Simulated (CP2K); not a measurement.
MgTe: equation of state with PBE

The system is MgTe.

```xyz
2
Lattice="4.5707 0.0000 0.0000 2.2854 3.9584 0.0000 2.2854 1.3195 3.7320" Properties=species:S:1:pos:R:3 pbc="T T T"
Te    2.2854    1.3195    0.9330
Mg    0.0000    0.0000    0.0000
```

The cell comes from a database or a generator and needn't be the stable form of this composition.

| Property | Result |
| --- | --- |
| Program | CP2K 2026.2 |
| Task | equation of state |
| Functional | PBE |
| Potentials or basis | POTENTIAL_UZH Te GTH-PBE-q6, Mg GTH-PBE-q10; TZVP-MOLOPT-PBE-GTH basis |
| Density cutoff | 19048 eV |
| k mesh | 7 × 7 × 7 |
| Occupations | fermi-dirac, width 0.05 eV |
| Spin | no spin polarisation |
| SCF solver | diagonalisation with k points |
| Quickstep method | GPW |
| EPS_DEFAULT | 1.0E-10 |
| EPS_SCF | 1.0E-6 |
| MAX_SCF | 100 |
| SCF_GUESS | ATOMIC |
| k points reduced by the point group | yes |
| Mesh centred on Gamma | yes |
| CHOLESKY | OFF |
| EPS_EIGVAL | 1.0E-7 |
| MIXING METHOD | BROYDEN_MIXING |
| MIXING ALPHA | 0.4 |
| NBUFFER | 8 |
| NGRIDS | 5 |
| Basis sets | Te TZVP-MOLOPT-PBE-GTH-q6, Mg TZVP-MOLOPT-PBE-GTH-q10 |
| Potentials | Te GTH-PBE-q6 of POTENTIAL_UZH, Mg GTH-PBE-q10 of POTENTIAL_UZH |
| ADDED_MOS | [10] |
| REL_CUTOFF (Ry) | 60 Ry |
| MIXING BETA (1/bohr) | 1.5 1/bohr |
| CUTOFF of the grids | 1400 Ry |

The equilibrium volume is 35.35 Å³/atom and the bulk modulus is 32 GPa. The pressure derivative of the bulk modulus is 4.2.

Energy against volume, from the lowest point:
```
volume (Å³/atom)  energy (meV/atom)
          31.735              43.98
          32.410              27.99
          33.086              15.96
          33.761               7.51
          34.436               2.29
          35.111               0.00
          35.787               0.35
```

All runs of the series together: 2.2 min on 1 thread of Arm Neoverse V1 (shared host).

Caveat: the basis of atomic orbitals isn't converged, which shifts pressures, moduli and gaps. The run has no spin-orbit coupling, so splittings on Te are missing.
